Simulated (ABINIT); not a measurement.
# GaN (F-43m) in ABINIT: settings compared

The runs below take GaN through single point, with LDA, PBE.

All numbers are computed with ABINIT 10.8.3 (patched build); they aren't measurements. Logs are shortened: lines on timing, memory, paths and dates and some standing lists are left out, and cuts for length are marked. The log counts tension as positive stress, the text compression.

**The experiment to reproduce.**

From a printed reference work, textbook, for a bulk crystal of GaN at 0 K: band gap 3.299 eV (direct).

The runs below are set against these values where they give the same quantity.

## (1) The structure

It takes space group F-43m (No. 216, cubic). Conventional cell: a = 4.507 Å, b = 4.507 Å, c = 4.507 Å, α = 90.00°, β = 90.00°, γ = 90.00°. Around Ga (site symmetry -43m) lie 4 N at 1.95 Å. Around N (site symmetry -43m) lie 4 Ga at 1.95 Å.

The cell is a database's computed one.

## (2) Single point, LDA

Input file run.abi:

```
# Pseudopotentials
pp_dirpath "./"
pseudos "Ga.upf, N.upf"

# Structure
acell 3.1869311219 3.1869311219 3.1869311219 Angstrom
rprim
     0.0000000000     0.7071067812     0.7071067812
     0.7071067812     0.0000000000     0.7071067812
     0.7071067812     0.7071067812     0.0000000000
ntypat 2
znucl 31 7
natom 2
typat 1 2
xred
     0.0000000000     0.0000000000     0.0000000000
     0.2500000000     0.2500000000     0.2500000000

# Plane-wave basis
ecut 979.609905 eV

# k points
kptopt 1
ngkpt 8 8 8
nshiftk 1
shiftk 0.0 0.0 0.0

# Exchange and correlation
ixc 7

# Bands and occupations
nband 13
occopt 3
tsmear 0.00183747

# SCF cycle
nstep 100
tolvrs 1.0e-10

# Output
iomode 3
prtwf 0
prtden 0
prteig 0
prtebands 0
enunit 1
```

Potentials or basis: PseudoDojo NC SR LDA v0.4.1 standard.

Run with:

```sh
> abinit run.abi > log 2>&1
```

run.abo:

```text
.Version 10.8.3 of ABINIT
 Symmetries : space group F-4 3 m (#216); Bravais cF (face-center cubic)
================================================================================
 Values of the parameters that define the memory need of the present run
     intxc =       0    ionmov =       0      iscf =       7    lmnmax =       6
     lnmax =       6     mgfft =      36  mpssoang =       3    mqgrid =    3001
     natom =       2  nloc_mem =       1    nspden =       1   nspinor =       1
    nsppol =       1      nsym =      24    n1xccc =    2501    ntypat =       2
    occopt =       3   xclevel =       1
       mpw =        1612          nfft =       46656          nkpt =          29
================================================================================
================================================================================

--------------------------------------------------------------------------------
------------- Echo of variables that govern the present computation ------------
--------------------------------------------------------------------------------
 -outvars: echo values of preprocessed input variables --------
            acell      6.0224270025E+00  6.0224270025E+00  6.0224270025E+00 Bohr
              amu      6.97230000E+01  1.40067400E+01
             ecut      3.60000000E+01 Hartree
           enunit           1
              ixc           7
         kptrlatt        8    0    0      0    8    0      0    0    8
          kptrlen      4.81794160E+01
            natom           2
            nband          13
            ngfft          36      36      36
             nkpt          29
            nstep         100
             nsym          24
           ntypat           2
           occopt           3
           prtden           0
        prtebands           0
           prteig           0
            prtwf           0
            rprim      0.0000000000E+00  7.0710678120E-01  7.0710678120E-01
                       7.0710678120E-01  0.0000000000E+00  7.0710678120E-01
                       7.0710678120E-01  7.0710678120E-01  0.0000000000E+00
          spgroup         216
           tolvrs      1.00000000E-10
           tsmear      1.83747000E-03 Hartree
            typat      1  2
           xangst      0.0000000000E+00  0.0000000000E+00  0.0000000000E+00
                       1.1267503038E+00  1.1267503038E+00  1.1267503038E+00
            xcart      0.0000000000E+00  0.0000000000E+00  0.0000000000E+00
                       2.1292494864E+00  2.1292494864E+00  2.1292494864E+00
             xred      0.0000000000E+00  0.0000000000E+00  0.0000000000E+00
                       2.5000000000E-01  2.5000000000E-01  2.5000000000E-01
            znucl       31.00000    7.00000

================================================================================

 chkinp: Checking input parameters for consistency.

================================================================================
== DATASET  1 ==================================================================

--- !DatasetInfo
iteration_state: {dtset: 1, }
dimensions: {natom: 2, nkpt: 29, mband: 13, nsppol: 1, nspinor: 1, nspden: 1, mpw: 1612, }
cutoff_energies: {ecut:  36.0, pawecutdg:  -1.0, }
electrons: {nelect:   1.80000000E+01, charge:   0.00000000E+00, occopt:   3.00000000E+00, tsmear:   1.83747000E-03, }
meta: {optdriver: 0, ionmov: 0, optcell: 0, iscf: 7, paral_kgb: 0, }
...

 Exchange-correlation functional for the present dataset will be:
  LDA: Perdew-Wang 92 LSD fit to Ceperley-Alder data - ixc=7
  J.P.Perdew and Y.Wang, PRB 45, 13244 (1992)

 Real(R)+Recip(G) space primitive vectors, cartesian coordinates (Bohr,Bohr^-1):
 R(1)=  0.0000000  4.2584990  4.2584990  G(1)= -0.1174123  0.1174123  0.1174123
 R(2)=  4.2584990  0.0000000  4.2584990  G(2)=  0.1174123 -0.1174123  0.1174123
 R(3)=  4.2584990  4.2584990  0.0000000  G(3)=  0.1174123  0.1174123 -0.1174123
 Unit cell volume ucvol=  1.5445417E+02 bohr^3
 Angles (23,13,12)=  6.00000000E+01  6.00000000E+01  6.00000000E+01 degrees

 getcut: wavevector=  0.0000  0.0000  0.0000  ngfft=  36  36  36
         ecut(hartree)=     36.000   => boxcut(ratio)=   2.21317

 getcut : COMMENT -
  Note that boxcut > 2.2 ; recall that boxcut=Gcut(box)/Gcut(sphere) = 2
  is sufficient for exact treatment of convolution.
  Such a large boxcut is a waste : you could raise ecut
  e.g. ecut=   44.083054 Hartrees makes boxcut=2

--- Pseudopotential description ------------------------------------------------
- pspini: atom type   1  psp file is ./Ga.upf
12 -1012 2 -1 1858                            pspcod,pspxc,lmax,lloc,mmax
     nproj     2     2     2

- pspini: atom type   2  psp file is ./N.upf
12 -1012 1 -1 1058                            pspcod,pspxc,lmax,lloc,mmax
     nproj     2     2     0

   5.38048876E+02                                ecore*ucvol(ha*bohr**3)
--------------------------------------------------------------------------------

================================================================================

--- !BeginCycle
iteration_state: {dtset: 1, }
solver: {iscf: 7, nstep: 100, nline: 4, wfoptalg: 0, }
tolerances: {tolvrs: 1.00E-10, }
...

     iter   Etot(hartree)      deltaE(h)  residm     vres2
 ETOT  1  -86.126368841476    -8.613E+01 5.525E-01 6.902E+02
 ETOT  2  -86.624023513391    -4.977E-01 2.725E-01 7.055E+02
 ETOT  3  -86.772813168951    -1.488E-01 1.248E-01 2.028E+00
 ETOT  4  -86.773305781035    -4.926E-04 8.814E-03 5.346E-02
 ETOT  5  -86.773321297148    -1.552E-05 2.654E-03 2.638E-03
 ETOT  6  -86.773321853989    -5.568E-07 2.421E-03 1.657E-04
 ETOT  7  -86.773321875823    -2.183E-08 8.496E-04 3.827E-06
 ETOT  8  -86.773321876598    -7.751E-10 7.332E-04 1.385E-07
 ETOT  9  -86.773321876617    -1.928E-11 2.019E-04 1.488E-08
 ETOT 10  -86.773321876623    -6.054E-12 1.762E-04 4.257E-12

 At SCF step   10       vres2   =  4.26E-12 < tolvrs=  1.00E-10 =>converged.

 Cartesian components of stress tensor (hartree/bohr^3)
  sigma(1 1)=  3.01232948E-04  sigma(3 2)=  0.00000000E+00
  sigma(2 2)=  3.01232948E-04  sigma(3 1)=  0.00000000E+00
  sigma(3 3)=  3.01232948E-04  sigma(2 1)=  0.00000000E+00

--- !ResultsGS
iteration_state: {dtset: 1, }
comment   : Summary of ground state results
lattice_vectors:
- [  0.0000000,   4.2584990,   4.2584990, ]
- [  4.2584990,   0.0000000,   4.2584990, ]
- [  4.2584990,   4.2584990,   0.0000000, ]
lattice_lengths: [   6.02243,    6.02243,    6.02243, ]
lattice_angles: [ 60.000,  60.000,  60.000, ] # degrees, (23, 13, 12)
lattice_volume:   1.5445417E+02
convergence: {deltae: -6.054E-12, res2:  4.257E-12, residm:  1.762E-04, diffor: null, }
etotal    :  -8.67733219E+01
entropy   :   0.00000000E+00
fermie    :   2.15863329E-01
cartesian_stress_tensor: # hartree/bohr^3
- [  3.01232948E-04,   0.00000000E+00,   0.00000000E+00, ]
- [  0.00000000E+00,   3.01232948E-04,   0.00000000E+00, ]
- [  0.00000000E+00,   0.00000000E+00,   3.01232948E-04, ]
pressure_GPa:  -8.8626E+00
xred      :
- [  0.0000E+00,   0.0000E+00,   0.0000E+00, Ga]
- [  2.5000E-01,   2.5000E-01,   2.5000E-01,  N]
cartesian_forces: # hartree/bohr
- [ -0.00000000E+00,  -0.00000000E+00,  -0.00000000E+00, ]
- [ -0.00000000E+00,  -0.00000000E+00,  -0.00000000E+00, ]
force_length_stats: {min:   0.00000000E+00, max:   0.00000000E+00, mean:   0.00000000E+00, }
...

 Integrated electronic density in atomic spheres:
 ------------------------------------------------
 Atom  Sphere_radius  Integrated_density
    1        2.00000         10.89766618
    2        2.00000          5.19295010
================================================================================

 ----iterations are completed or convergence reached----

 Mean square residual over all n,k,spin=   72.179E-08; max=  17.622E-05
 reduced coordinates (array xred) for    2 atoms
       0.000000000000      0.000000000000      0.000000000000
       0.250000000000      0.250000000000      0.250000000000
 rms dE/dt=  0.0000E+00; max dE/dt=  0.0000E+00; dE/dt below (all hartree)
    1       0.000000000000      0.000000000000      0.000000000000
    2       0.000000000000      0.000000000000      0.000000000000

 cartesian coordinates (angstrom) at end:
    1      0.00000000000000     0.00000000000000     0.00000000000000
    2      1.12675030375641     1.12675030375641     1.12675030375641

 cartesian forces (hartree/bohr) at end:
    1     -0.00000000000000    -0.00000000000000    -0.00000000000000
    2     -0.00000000000000    -0.00000000000000    -0.00000000000000
 frms,max,avg= 0.0000000E+00 0.0000000E+00   0.000E+00  0.000E+00  0.000E+00 h/b

 cartesian forces (eV/Angstrom) at end:
    1     -0.00000000000000    -0.00000000000000    -0.00000000000000
    2     -0.00000000000000    -0.00000000000000    -0.00000000000000
 frms,max,avg= 0.0000000E+00 0.0000000E+00   0.000E+00  0.000E+00  0.000E+00 e/A
 length scales=  6.022427002523  6.022427002523  6.022427002523 bohr
              =  3.186931121900  3.186931121900  3.186931121900 angstroms
 Fermi (or HOMO) energy (eV) =   5.87394   Average Vxc (eV)= -12.20427
 Eigenvalues (   eV  ) for nkpt=  29  k points:
 kpt#   1, nband= 13, wtk=  0.00195, kpt=  0.0000  0.0000  0.0000 (reduced coord)
 -10.82888   -8.68448   -8.68448   -8.68448   -8.37429   -8.37429    4.95581    4.95581
   4.95581    6.72537   15.11172   15.11172   15.11172
 prteigrs : prtvol=0 or 1, do not print more k-points.

--- !EnergyTerms
iteration_state     : {dtset: 1, }
comment             : Components of total free energy in Hartree
kinetic             :  6.99317526005934E+01
hartree             :  2.17732910018682E+01
xc                  : -2.36601917459330E+01
Ewald energy        : -5.83371585173986E+01
psp_core            :  3.48355035487777E+00
local_psp           : -6.06394427843681E+01
non_local_psp       : -3.93251227862519E+01
internal            : -8.67733218766124E+01
'-kT*entropy'       : -1.10025924136853E-11
total_energy        : -8.67733218766234E+01
total_energy_eV     : -2.36122237743163E+03
band_energy         : -3.36024293053206E+00
...

 Cartesian components of stress tensor (hartree/bohr^3)
  sigma(1 1)=  3.01232948E-04  sigma(3 2)=  0.00000000E+00
  sigma(2 2)=  3.01232948E-04  sigma(3 1)=  0.00000000E+00
  sigma(3 3)=  3.01232948E-04  sigma(2 1)=  0.00000000E+00

-Cartesian components of stress tensor (GPa)         [Pressure= -8.8626E+00 GPa]
- sigma(1 1)=  8.86257932E+00  sigma(3 2)=  0.00000000E+00
- sigma(2 2)=  8.86257932E+00  sigma(3 1)=  0.00000000E+00
- sigma(3 3)=  8.86257932E+00  sigma(2 1)=  0.00000000E+00

== END DATASET(S) ==============================================================
================================================================================

 -outvars: echo values of variables after computation  --------
            acell      6.0224270025E+00  6.0224270025E+00  6.0224270025E+00 Bohr
           etotal     -8.6773321877E+01
            fcart     -0.0000000000E+00 -0.0000000000E+00 -0.0000000000E+00
                      -0.0000000000E+00 -0.0000000000E+00 -0.0000000000E+00
            rprim      0.0000000000E+00  7.0710678120E-01  7.0710678120E-01
                       7.0710678120E-01  0.0000000000E+00  7.0710678120E-01
                       7.0710678120E-01  7.0710678120E-01  0.0000000000E+00
           strten      3.0123294845E-04  3.0123294845E-04  3.0123294845E-04
                       0.0000000000E+00  0.0000000000E+00  0.0000000000E+00
           xangst      0.0000000000E+00  0.0000000000E+00  0.0000000000E+00
                       1.1267503038E+00  1.1267503038E+00  1.1267503038E+00
             xred      0.0000000000E+00  0.0000000000E+00  0.0000000000E+00
                       2.5000000000E-01  2.5000000000E-01  2.5000000000E-01
 Calculation completed.
```

It took 17 s on 1 thread of Arm Neoverse V2, shared host; peak memory 0.07 GiB.

What came out:

```
Free energy                                           : -2361.2224 eV
Band gap on the k mesh                                : 1.77 eV, direct
Valence electrons inside the program's atomic spheres : Ga 10.90; N 5.19
```

Caveat: the cutoff is too short for stress, so the log's stress isn't used.

## (3) Single point, PBE

Input file run.abi:

```
pp_dirpath "./"
pseudos "Ga.upf, N.upf"

acell 3*1.0 Angstrom
rprim
     0.0000000000     2.2535006075     2.2535006075
     2.2535006075     0.0000000000     2.2535006075
     2.2535006075     2.2535006075     0.0000000000
ntypat 2
znucl 31 7
natom 2
typat 1 2
xcart
     0.0000000000     0.0000000000     0.0000000000
     1.1267503038     1.1267503038     1.1267503038 Angstrom

ecut 42.0

kptopt 1
ngkpt 8 8 8
nshiftk 1
shiftk 0.0 0.0 0.0

ixc 11

nband 13
occopt 3
tsmear 0.00183747

nstep 100
tolvrs 1.0e-10

iomode 3
prtwf 0
prtden 0
prteig 0
prtebands 0
enunit 1
```

Potentials or basis: PseudoDojo NC SR PBE v0.4.1 standard.

Run with:

```sh
> abinit run.abi > log 2>&1
```

It took 20 s on 1 thread of Arm Neoverse V2, shared host; peak memory 0.07 GiB.

It converged, with:

```yaml
Free_energy: -2364.1178 eV
Pressure: 5.2 GPa
Band_gap_on_the_k_mesh: 1.76 eV, direct
Valence_electrons_inside_the_program's_atomic_spheres: Ga 10.88; N 5.23
```

Levels at points of the mesh, in eV from the valence-band top:
```
           k point  band 6  band 7  band 8  band 9  band 10  band 11  band 12  band 13
(0.00, 0.00, 0.00)  -13.26    0.00    0.00    0.00     1.76    10.36    10.36    10.36
(0.50, 0.00, 0.00)  -11.95   -7.02   -0.96   -0.96     4.67     8.74    10.40    10.40
(0.50, 0.50, 0.00)  -11.51   -6.11   -2.69   -2.69     3.38     6.69    11.71    13.96
```

## (4) How close it comes

Step 2. Measured gap of GaN: 3.299 eV (direct; 0 K; a printed reference work, textbook). This calculation gives 1.77 eV (-1.53 eV). Spin-orbit coupling on Ga is left out. The value is that of LDA, without temperature or zero-point motion. Semilocal functionals fall short of measured gaps as a rule. The cell is a database's relaxed one, not the measured one, which moves gaps too.

Step 3. Against the measured gap of GaN, 3.299 eV (direct; 0 K; a printed reference work, textbook), the calculated 1.76 eV is off by -1.54 eV. Spin-orbit coupling on Ga is left out. The value is that of PBE, without temperature or zero-point motion. Semilocal functionals fall short of measured gaps as a rule. The cell is a database's relaxed one, not the measured one, which moves gaps too.
